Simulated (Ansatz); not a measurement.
## 2H-MoS2 bilayer (2H stacking) in a perpendicular field

Wanted: the out-of-plane response of the 2H-MoS2 bilayer (2H stacking). A positive field points along +c.

Main program and level: Ansatz 0.2.0; plane-wave DFT, PBE-D3(BJ), Ansatz PAW.

**1. Starting point**

The cell holds 6 atoms: 4 S and 2 Mo. Its edges and angles: a = 3.180 Å, b = 3.180 Å, c = 50.025 Å, α = 90.0°, β = 90.0°, γ = 120.0°. Regions: layer 1: 2H-MoS2, 3 atoms (2 S and 1 Mo); layer 2: 2H-MoS2, 3 atoms (2 S and 1 Mo). Vacuum lies along c.

As a file:

```cif
data_structure
_symmetry_space_group_name_H-M 'P 1'
_symmetry_Int_Tables_number 1
_cell_length_a 3.1800
_cell_length_b 3.1800
_cell_length_c 50.0252
_cell_angle_alpha 90.000
_cell_angle_beta 90.000
_cell_angle_gamma 120.000
_cell_volume 438.10
loop_
_atom_site_label
_atom_site_type_symbol
_atom_site_fract_x
_atom_site_fract_y
_atom_site_fract_z
_atom_site_occupancy
S1 S 0.33333 0.66667 0.40480 1
Mo2 Mo 0.00000 0.00000 0.43741 1
S3 S 0.33333 0.66667 0.47002 1
S4 S 0.00000 0.00000 0.52998 1
Mo5 Mo 0.33333 0.66667 0.56259 1
S6 S 0.00000 0.00000 0.59520 1
```

**2. Relaxing the slab**

The starting cell is a guess, so the in-plane lattice and the atoms are relaxed first, with the slab cut off from its images along the normal.

The input, input.yaml:

```yaml
crystal:
  lattice:
    - [3.18, 0.0, 0.0]
    - [-1.59, 2.753960784, 0.0]
    - [0.0, 0.0, 50.0251954735]
  atoms:
    - { symbol: S, position: [0.3333333333, 0.6666666667, 0.4047960195] }
    - { symbol: Mo, position: [0.0, 0.0, 0.4374055646] }
    - { symbol: S, position: [0.3333333333, 0.6666666667, 0.4700151097] }
    - { symbol: S, position: [0.0, 0.0, 0.5299848903] }
    - { symbol: Mo, position: [0.3333333333, 0.6666666667, 0.5625944354] }
    - { symbol: S, position: [0.0, 0.0, 0.5952039805] }
  periodic: [true, true, false]
kpoints:
  mp_grid: { grid: [12, 12, 1] }
hamiltonian:
  xc: pbe
  dispersion: d3bj
scf:
  occupations: { method: fermi_dirac, width: 0.05 }
  convergence: { dr2_threshold: 1.0e-09 }
relax:
  f_tol: 0.004
  max_steps: 90
  cell: {}
output:
  write_potential: true
  write_density: true
  volumetric_format: npy
```

Command:

```sh
$ ansatz run input.yaml --threads 2 --pin off --max-ram 4096MiB --backend cpu --events-out ev --progress --plain --runs-dir out
```

Numbers of over 12 decimals in the logs are rounded to 6 here.

What it wrote:

```text
Warning: relax.cell: scf.convergence.dr2_threshold = 1e-9 eV is looser than the 1.57383960415e-10 eV advised for a relaxation that steers and ends on the stress (1e-10 eV for each atom of the cell: 6, times the square of relax.cell.stress_2d_tol = 0.05 N/m over 19.5 Å (the atoms' height at the walk's start and 5 Å past either face), 2.561e-2 GPa, over a crystal's default 0.05). What an SCF threshold leaves in a stress goes as its square root, and in the free energy as the threshold itself, and one threshold admits the most on a small cell: [figures from the program's tests cut] Set scf.convergence.dr2_threshold to 1.57383960415e-10 eV or tighter. [rest of the remark cut]
Engine: ansatz 0.2.0, x86_64-unknown-linux-gnu
Pseudopotentials: kind: paw
Pseudopotential: S, paw, valence charge 6, recommended cutoff 420 eV (normal), S.paw.azcp
Pseudopotential: Mo, paw, valence charge 14, recommended cutoff 420 eV (normal), Mo.paw.azcp
Functional definition: PBE
  parameter kappa = 0.804
  parameter beta = 0.066725
  exchange = pbe_x(kappa = kappa, mu = beta*pi^2/3)
  correlation = pbe_c(beta = beta)
Crystal: 6 atoms, lattice volume = 438.100 Å³
Basis set: ecut = 420 eV, 8603 PW (Γ), exchange–correlation on 48×48×720 points (8 copies of the dense FFT grid, shifted against one another)
Bands: 32, of which v1, the nominal top of the filled ones, is band 26 counted from 1 (25 counted from 0)
Symmetry: 12 space group operations
Space group: P-3m1 (ITA 164), of the structure as read, at distance tolerance 7.6e-5 Å
k-points: 19 of 144
Non-local potential: S, projectors of the file, l = 0: 2, l = 1: 2, l = 2: 2
Non-local potential: Mo, projectors of the file, l = 0: 3, l = 1: 2, l = 2: 2, l = 3: 1
PAW form: soft (Blöchl's): semilocal exchange-correlation on the pseudo side does not see the compensation charge
PAW one-centre angular grid: S, 110 points (default); XC on 64 Gauss nodes
PAW one-centre angular grid: Mo, 590 points (default); XC on 64 Gauss nodes
Initial density: superposition of atomic densities (neutral atoms: chi_scale 0, normalization atom), corrected by the library's trained network
Initial wavefunctions: pseudopotential atomic-orbital guess
Functional: x = pbe(κ = 0.804, μ = 0.219515), c = pbe(β = 0.066725)
SCF iter   1: F=—  HF=-13527.582015 eV  |F-HF|=—  |Δ(HF+E_count)|=         —  Δρ=2.92e-3  dr2=1.07e-1  ethr=1.77e-3  ⟨swp⟩=15.5  Hψ=4788  notcnv=0
preconditioner: auto → Resta (q_TF=auto, 1.913 Å⁻¹)  ε∞=3.0  [insulator: Δε(μ)=1.252 eV  Ē_g=7.455 eV  σ=0.050 eV  W_gap=1.00  n_scr=30 (ndim 8)  ℏωp=10.6 eV  f_vac=0.734  D(μ)=0.00/eV (n_scr^D=0)  ε∞_Penn≈3.0  vacuum switching on, ρ_ref=4.0e-3 e/Å³]
SCF iter   2: F=—  HF=-13527.599012 eV  |F-HF|=—  |Δ(HF+E_count)|=   1.70e-2  Δρ=2.50e-3  dr2=1.76e-1  ethr=2.07e-4  ⟨swp⟩=4.4  Hψ=1394  notcnv=0  defer=3
SCF iter   3: F=—  HF=-13527.585054 eV  |F-HF|=—  |Δ(HF+E_count)|=   1.40e-2  Δρ=1.40e-3  dr2=2.22e-3  ethr=2.07e-4  ⟨swp⟩=2.8  Hψ=987  notcnv=0  defer=3
SCF iter   4: F=—  HF=-13527.590389 eV  |F-HF|=—  |Δ(HF+E_count)|=   5.33e-3  Δρ=4.81e-4  dr2=2.82e-3  ethr=4.27e-6  ⟨swp⟩=3.2  Hψ=1427  notcnv=0  defer=3
SCF iter   5: F=—  HF=-13527.590050 eV  |F-HF|=—  |Δ(HF+E_count)|=   3.39e-4  Δρ=1.30e-4  dr2=2.30e-4  ethr=4.27e-6  ⟨swp⟩=2.9  Hψ=966  notcnv=0  defer=3
SCF iter   6: F=—  HF=-13527.590038 eV  |F-HF|=—  |Δ(HF+E_count)|=   1.25e-5  Δρ=5.35e-5  dr2=1.71e-5  ethr=4.42e-7  ⟨swp⟩=3.2  Hψ=1272  notcnv=0  defer=3
SCF iter   7: F=—  HF=-13527.590047 eV  |F-HF|=—  |Δ(HF+E_count)|=   9.67e-6  Δρ=1.50e-5  dr2=3.19e-6  ethr=3.29e-8  ⟨swp⟩=3.2  Hψ=1342  notcnv=0  defer=3
SCF iter   8: F=—  HF=-13527.589912 eV  |F-HF|=—  |Δ(HF+E_count)|=   1.36e-4  Δρ=6.89e-6  dr2=6.04e-7  ethr=6.13e-9  ⟨swp⟩=2.8  Hψ=1224  notcnv=0  defer=3
SCF iter   9: F=—  HF=-13527.589912 eV  |F-HF|=—  |Δ(HF+E_count)|=   6.89e-8  Δρ=1.77e-6  dr2=3.89e-8  ethr=1.16e-9  ⟨swp⟩=2.6  Hψ=1153  notcnv=0  defer=3
SCF iter  10: F=-13527.589912 eV  HF=-13527.589912 eV  |F-HF|=1.82e-10  |Δ(HF+E_count)|=   1.87e-9  Δρ=2.46e-7  dr2=4.59e-10  ethr=1.92e-12  ⟨swp⟩=11.4  Hψ=6070  notcnv=0
SCF 1 converged in 10 iterations: F = -13527.589912 eV  dr2 = 4.59e-10
  greatest PAW one-centre occupation: 0.998 electrons in one spin orbital (limit 2), on the Mo atom at site 4 (counted from 0), in its partial waves of l = 0
relax step   1: F+E_penalty+E_count = -13527.58991170 eV  Δ(F+E_penalty+E_count) = +0.000e0 eV  max|allowed force component| = 1.253e0 eV/Å  Δτ_max = 0.0000 Å  P = -7.663 N/m  Ω = 438.100 Å³  fix = [c, alpha, beta]  reactions: c +0.000 N/m  (10 SCF iters, accepted)
Crystal: 6 atoms, lattice volume = 436.775 Å³
Basis set: ecut = 420 eV, 8567 PW (Γ), exchange–correlation on 48×48×720 points (8 copies of the dense FFT grid, shifted against one another)
Initial density: handed on by an earlier stage of this run
Initial wavefunctions: those handed on with the density
iter 1 solved again at ethr=3.46e-4 eV; its pass at ethr=3.10e-3 eV (dr2=1.80e-1 eV) is discarded
SCF iter   1: F=—  HF=-13527.765712 eV  |F-HF|=—  |Δ(HF+E_count)|=         —  Δρ=6.95e-3  dr2=2.06e-1  ethr=3.46e-4  ⟨swp⟩=2.5  Hψ=5124  notcnv=0
eigensolver tolerance schedule calibrated: the retry pair's looser diagonalisation under-reported the residual by θ = 0.13 (0.13/decade); ethr = c·dr2/N_el runs at the constant in force after the calibration composes with the one it found (an armed cap, an earlier calibration), c = 5.7e-2
preconditioner: auto → Resta (q_TF=auto, 1.914 Å⁻¹)  ε∞=2.9  [insulator: Δε(μ)=0.909 eV  Ē_g=7.828 eV  σ=0.050 eV  W_gap=1.00  n_scr=30 (ndim 8)  ℏωp=10.7 eV  f_vac=0.744  D(μ)=0.00/eV (n_scr^D=0)  ε∞_Penn≈2.9  vacuum switching on, ρ_ref=4.4e-3 e/Å³]
SCF iter   2: F=—  HF=-13527.740697 eV  |F-HF|=—  |Δ(HF+E_count)|=   2.50e-2  Δρ=3.79e-3  dr2=9.68e-2  ethr=2.25e-4  ⟨swp⟩=4.4  Hψ=1410  notcnv=0  defer=4
SCF iter   3: F=—  HF=-13527.731422 eV  |F-HF|=—  |Δ(HF+E_count)|=   9.27e-3  Δρ=2.49e-3  dr2=3.82e-2  ethr=1.06e-4  ⟨swp⟩=3.9  Hψ=1399  notcnv=0  defer=4
SCF iter   4: F=—  HF=-13527.727450 eV  |F-HF|=—  |Δ(HF+E_count)|=   3.97e-3  Δρ=7.04e-4  dr2=3.59e-3  ethr=4.18e-5  ⟨swp⟩=2.9  Hψ=1161  notcnv=0  defer=4
SCF iter   5: F=—  HF=-13527.727181 eV  |F-HF|=—  |Δ(HF+E_count)|=   2.68e-4  Δρ=2.87e-4  dr2=4.80e-4  ethr=3.92e-6  ⟨swp⟩=3.6  Hψ=1383  notcnv=0
SCF iter   6: F=—  HF=-13527.727179 eV  |F-HF|=—  |Δ(HF+E_count)|=   2.07e-6  Δρ=9.01e-5  dr2=3.58e-5  ethr=5.25e-7  ⟨swp⟩=3.3  Hψ=1218  notcnv=0
SCF iter   7: F=—  HF=-13527.727331 eV  |F-HF|=—  |Δ(HF+E_count)|=   1.51e-4  Δρ=1.60e-5  dr2=2.16e-6  ethr=3.91e-8  ⟨swp⟩=3.7  Hψ=1459  notcnv=0
[...]
SCF iter   4: F=—  HF=-13527.781398 eV  |F-HF|=—  |Δ(HF+E_count)|=   1.04e-2  Δρ=7.92e-4  dr2=4.05e-3  ethr=2.22e-4  ⟨swp⟩=3.3  Hψ=1035  notcnv=0  defer=4
SCF iter   5: F=—  HF=-13527.780919 eV  |F-HF|=—  |Δ(HF+E_count)|=   4.79e-4  Δρ=4.84e-4  dr2=1.59e-3  ethr=7.79e-6  ⟨swp⟩=3.7  Hψ=1419  notcnv=0  defer=2
SCF iter   6: F=—  HF=-13527.780801 eV  |F-HF|=—  |Δ(HF+E_count)|=   1.18e-4  Δρ=1.33e-4  dr2=1.05e-4  ethr=3.06e-6  ⟨swp⟩=3.1  Hψ=1113  notcnv=0  defer=2
SCF iter   7: F=—  HF=-13527.780806 eV  |F-HF|=—  |Δ(HF+E_count)|=   4.69e-6  Δρ=6.16e-5  dr2=1.84e-5  ethr=2.01e-7  ⟨swp⟩=3.8  Hψ=1536  notcnv=0  defer=2
SCF iter   8: F=—  HF=-13527.780756 eV  |F-HF|=—  |Δ(HF+E_count)|=   5.01e-5  Δρ=8.62e-6  dr2=4.45e-7  ethr=3.53e-8  ⟨swp⟩=3.4  Hψ=1307  notcnv=0  defer=2
SCF iter   9: F=—  HF=-13527.780622 eV  |F-HF|=—  |Δ(HF+E_count)|=   1.34e-4  Δρ=2.35e-6  dr2=3.91e-8  ethr=8.55e-10  ⟨swp⟩=4.1  Hψ=1572  notcnv=0  defer=2
SCF iter  10: F=—  HF=-13527.780622 eV  |F-HF|=—  |Δ(HF+E_count)|=  5.53e-10  Δρ=7.18e-7  dr2=3.55e-9  ethr=7.51e-11  ⟨swp⟩=3.5  Hψ=1382  notcnv=0  defer=2
SCF iter  11: F=-13527.780622 eV  HF=-13527.780622 eV  |F-HF|=2.07e-10  |Δ(HF+E_count)|=  4.18e-10  Δρ=9.84e-8  dr2=4.69e-11  ethr=1.92e-12  ⟨swp⟩=12.4  Hψ=5218  notcnv=0
SCF 3 converged in 11 iterations: F = -13527.780622 eV  dr2 = 4.69e-11
relax step   3: F+E_penalty+E_count = -13527.78062188 eV  Δ(F+E_penalty+E_count) = -5.343e-2 eV  max|allowed force component| = 2.168e-1 eV/Å  Δτ_max = 0.1803 Å  P = +0.284 N/m  Ω = 429.074 Å³  energy of the carried Pulay correction = +2.317e-4 eV  fix = [c, alpha, beta]  reactions: c +0.000 N/m  (11 SCF iters, accepted)
[...]
relax step   4: F+E_penalty+E_count = -13527.79855539 eV  Δ(F+E_penalty+E_count) = -1.793e-2 eV  max|allowed force component| = 3.001e-2 eV/Å  Δτ_max = 0.1464 Å  P = -0.105 N/m  Ω = 430.210 Å³  energy of the carried Pulay correction = +2.023e-4 eV  fix = [c, alpha, beta]  reactions: c -0.000 N/m  (11 SCF iters, accepted)
[...]
relax step   5: F+E_penalty+E_count = -13527.79977476 eV  Δ(F+E_penalty+E_count) = -1.219e-3 eV  max|allowed force component| = 5.765e-3 eV/Å  Δτ_max = 0.0306 Å  P = +0.011 N/m  Ω = 430.291 Å³  energy of the carried Pulay correction = +2.002e-4 eV  fix = [c, alpha, beta]  reactions: c +0.000 N/m  (10 SCF iters, accepted)
[...]
relax step   6: F+E_penalty+E_count = -13527.79981016 eV  Δ(F+E_penalty+E_count) = -3.541e-5 eV  max|allowed force component| = 6.494e-4 eV/Å  Δτ_max = 0.0055 Å  P = -0.011 N/m  Ω = 430.358 Å³  energy of the carried Pulay correction = +1.984e-4 eV  fix = [c, alpha, beta]  reactions: c -0.000 N/m  (9 SCF iters, accepted)
Initial wavefunctions: pseudopotential atomic-orbital guess (no wavefunctions were taken with the density)
iter 1 solved again at ethr=7.63e-8 eV; its pass at ethr=3.10e-3 eV (dr2=3.97e-5 eV) is discarded
SCF iter   1: F=—  HF=-13527.799737 eV  |F-HF|=—  |Δ(HF+E_count)|=         —  Δρ=1.25e-5  dr2=1.04e-7  ethr=7.63e-8  ⟨swp⟩=6.6  Hψ=8077  notcnv=0
preconditioner: auto → Resta (q_TF=auto, 1.918 Å⁻¹)  ε∞=2.9  [insulator: Δε(μ)=1.211 eV  Ē_g=7.792 eV  σ=0.050 eV  W_gap=1.00  n_scr=30 (ndim 8)  ℏωp=10.7 eV  f_vac=0.741  D(μ)=0.00/eV (n_scr^D=0)  ε∞_Penn≈2.9  vacuum switching on, ρ_ref=4.4e-3 e/Å³]
SCF iter   2: F=—  HF=-13527.799599 eV  |F-HF|=—  |Δ(HF+E_count)|=   1.38e-4  Δρ=6.01e-6  dr2=2.56e-8  ethr=2.00e-10  ⟨swp⟩=4.1  Hψ=1895  notcnv=0
SCF iter   3: F=—  HF=-13527.799599 eV  |F-HF|=—  |Δ(HF+E_count)|=   1.99e-8  Δρ=2.04e-6  dr2=3.06e-8  ethr=4.93e-11  ⟨swp⟩=2.9  Hψ=1287  notcnv=0
SCF iter   4: F=—  HF=-13527.799599 eV  |F-HF|=—  |Δ(HF+E_count)|=   1.86e-9  Δρ=6.90e-7  dr2=2.16e-9  ethr=4.93e-11  ⟨swp⟩=2.9  Hψ=1002  notcnv=0
SCF iter   5: F=-13527.799599 eV  HF=-13527.799599 eV  |F-HF|=6.55e-11  |Δ(HF+E_count)|=  3.24e-10  Δρ=2.21e-7  dr2=2.33e-10  ethr=1.92e-12  ⟨swp⟩=14.8  Hψ=5340  notcnv=0
SCF 7 converged in 5 iterations: F = -13527.799599 eV  dr2 = 2.33e-10
relax step   7: F+E_penalty+E_count = -13527.79959944 eV  Δ(F+E_penalty+E_count) = +2.107e-4 eV  max|allowed force component| = 6.421e-4 eV/Å  Δτ_max = 0.0000 Å  P = -0.009 N/m  Ω = 430.358 Å³  fix = [c, alpha, beta]  reactions: c -0.000 N/m  stress off target by 8.79e-3 N/m on what of the cell is left free  SCF on the basis re-selected at this cell (its energy is not comparable with the rows above)  (5 SCF iters)
basis re-selected at this cell: Δ(F+E_penalty+E_count) = +2.107e-4 eV, ΔP = +0.002 N/m vs the last step (what re-selecting the basis moved, of the pressure what is left beyond the Pulay correction that the steps carried, after the strain that the cell walked since its last selection, with what the two solves' SCF thresholds leave and, on support functions, any second-order correction that the steps lacked; it is no m [...]
SCF converged after 5 iterations
Free energy (F): -13527.799599 eV
Harris-Foulkes:  -13527.799599 eV  (|F-HF|=6.55e-11)
Internal energy: -13527.799599 eV  (E = F + TS)
E sigma→0 (E₀):  -13527.799599 eV
Entropy (-TS):   -0.000000 eV (-0.000 meV/atom)
Fermi energy:    -4.866124 eV
--- Per-component energies (eV) ---
  E_band       = -1152.435197
  E_kinetic    = 1313.414302
  E_local      = -252719.191454  (includes V_loc(G=0)·N_el)
  E_nonlocal   = 398.408863
  E_hartree    = 125486.220425
  E_xc         = -757.544903
  E_vxc        = -810.724246  (∫ρ·V_xc dr)
  E_paw        = -8803.142494  (= ΣΔE_a)
  E_vpaw       = -306.785224  (= ΣTr[D̂ρ^β])
  E_aug_tail   = 0.000080  (compensation charges beyond the density's cutoff)
  E_ewald      = 121556.287589
  E_disp       = -2.252007  (pairwise vdW)
  E_smearing   = -0.000000  (= −TS)
  E_closure    = -0.000000  (closes the sum)
  Σ components = -13527.799599   (vs F -13527.799599, Δ=0.00e0)
--- Forces (eV/Å), atoms counted from 1 ---
  atom   1  S     -0.00000000     0.00000000     0.00007716
  atom   2  Mo    -0.00000000     0.00000000     0.00064214
  atom   3  S     -0.00000000     0.00000000    -0.00013667
  atom   4  S      0.00000000    -0.00000000     0.00013667
  atom   5  Mo     0.00000000    -0.00000000    -0.00064214
  atom   6  S      0.00000000    -0.00000000    -0.00007716
  max |Σ_I F_I| component: 8.10e-18 eV/Å
--- 2D stress c σ (N/m, compression-positive) ---
       -0.008789       0.000000       0.000000
       -0.000000      -0.008789      -0.000000
        0.000000      -0.000000      -0.000000
  P = ½ c Tr σ = -0.0088 N/m
--- Band table (eV; the first three rows and the last of 19) ---
  k-point 0: bands = [... 22 lower, -7.3622, -7.2075, -6.1876, -5.4246, -3.1043, -3.1043, -3.0807, -3.0807, ... 2 higher]
  k-point 1: bands = [... 22 lower, -7.2349, -6.8492, -6.2020, -5.5768, -3.2223, -3.2083, -3.1302, -3.0772, ... 2 higher]
  k-point 2: bands = [... 22 lower, -7.2089, -6.7955, -6.3404, -6.0678, -3.6765, -3.4503, -3.3217, -3.3089, ... 2 higher]
  k-point 18: bands = [... 22 lower, -8.0704, -8.0704, -5.9822, -5.8824, -4.1397, -4.1397, -3.2104, -2.6210, ... 2 higher]
  the weakly bound empty levels are not read free of the cell's end (no_gap_told)
--- Relaxed structure (6 steps of the walk, 6 accepted, 1 SCFs on fresh bases) ---
  F+E_penalty+E_count = -13527.79959944 eV   max|allowed force component| = 6.421e-4 eV/Å   (the final SCF, on the basis selected at the relaxed cell)
  cell:  # Å, volume = 430.3580 Å³
    - [3.151775, 0.0, 0]
    - [-1.575888, 2.729517, 0]
    - [0, 0, 50.0251954735]
  atoms:
    - { symbol: S, position: [0.333333, 0.666667, 0.408098] }
    - { symbol: Mo, position: [9.251858539620023e-18, -5.08852219630634e-17, 0.439434] }
    - { symbol: S, position: [0.333333, 0.666667, 0.470739] }
    - { symbol: S, position: [9.251858539620026e-18, -5.0885221963063393e-17, 0.529261] }
    - { symbol: Mo, position: [0.333333, 0.666667, 0.560566] }
    - { symbol: S, position: [9.251858539620026e-18, -5.0885221963063393e-17, 0.591902] }
```

The job ended after 3.3 min (2 threads of Intel Xeon at 2.50GHz (Skylake/Cascade Lake), shared host; peak memory 0.78 GiB; 6.3 min of CPU time).

The steps of the relaxation:

```
step  energy less that of the first step (eV)  largest force component (eV/Å)  volume (Å³)
   1                                   0.0000                          1.2534       438.10
   2                                  -0.1373                          0.8118       436.78
   3                                  -0.1907                          0.2168       429.07
   4                                  -0.2086                          0.0300       430.21
   5                                  -0.2099                          0.0058       430.29
   6                                  -0.2099                          0.0006       430.36
  7*                                  -0.2097                          0.0006       430.36
```

Relaxation steps marked * repeat the geometry before them on a plane-wave basis chosen anew for their cell, so energy and pressure can jump there.

Forces are held to the 12 operations that the run works with; a distortion that breaks them can't arise in this run.

| cell as run | before | after | change |
| --- | --- | --- | --- |
| a (Å) | 3.180 | 3.152 | -0.9 % |
| b (Å) | 3.180 | 3.152 | -0.9 % |

The atoms that moved most (Å, along periodic axes as changes of fractional coordinates times the final cell, across vacuum about the mean position):

```
atom     dx     dy      dz  length
  S1  0.000  0.000   0.165   0.165
  S6  0.000  0.000  -0.165   0.165
 Mo2  0.000  0.000   0.101   0.101
 Mo5  0.000  0.000  -0.101   0.101
  S4  0.000  0.000  -0.036   0.036
  S3  0.000  0.000   0.036   0.036
```

The relaxed structure:

```cif
data_structure
_symmetry_space_group_name_H-M 'P 1'
_symmetry_Int_Tables_number 1
_cell_length_a 3.1518
_cell_length_b 3.1518
_cell_length_c 50.0252
_cell_angle_alpha 90.000
_cell_angle_beta 90.000
_cell_angle_gamma 120.000
_cell_volume 430.36
loop_
_atom_site_label
_atom_site_type_symbol
_atom_site_fract_x
_atom_site_fract_y
_atom_site_fract_z
_atom_site_occupancy
S1 S 0.33333 0.66667 0.40810 1
Mo2 Mo 0.00000 0.00000 0.43943 1
S3 S 0.33333 0.66667 0.47074 1
S4 S 0.00000 0.00000 0.52926 1
Mo5 Mo 0.33333 0.66667 0.56057 1
S6 S 0.00000 0.00000 0.59190 1
```

The lattice constant a goes from 3.180 to 3.152 Å.

[end of part 1 of 3]

[Logs are printed without paths, hosts, clocks, repeated set-up lines and the standing remarks that a program may print on its own settings, such as how far it seeks lower states.]

[Hosts, paths, dates, database ids (printed as entryN), source tags and the programs' standing remarks are cut or masked in the printed files.]

[Maps of the electrostatic potential energy from Ansatz leave out the sawtooth potential of an applied field or a dipole correction, so their vacuum need not be flat; planar profiles and work functions include it.]
